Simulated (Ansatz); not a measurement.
Take InCuS$_{2}$ in the chalcopyrite structure (space group I-42d, No. 122; a = 5.5770 Å, c = 11.2344 Å) as the base.

Level of theory: PBE (Ansatz, a quantum-chemistry and plane-wave program, PAW, no spin-orbit coupling).

One change was made to it. Results:

The c/a ratio stays essentially unchanged (2.014 against 2.015); the lattice parameter a drops by 0.049 Å, from 5.577 Å to 5.528 Å.

Name the change that was made.
A) pressure 1.8 GPa
B) pressure 30 GPa
C) pressure 9 GPa
D) pressure 45 GPa
E) pressure 60 GPa

A, pressure 1.8 GPa. For comparison, the lattice parameter a in the other runs: pressure 9 GPa gives 5.375 Å; pressure 30 GPa gives 5.062 Å; pressure 60 GPa gives 4.522 Å; pressure 45 GPa gives 4.764 Å.

From pressure 60 GPa on, the axis ratios lie over 15 % from the base's, so the cell there is far from its starting form. Load acts through the strain it causes; cell and atoms are relaxed under it. No phonon test of stability was made. No other phases were tried under pressure. All final runs are without spin polarisation.
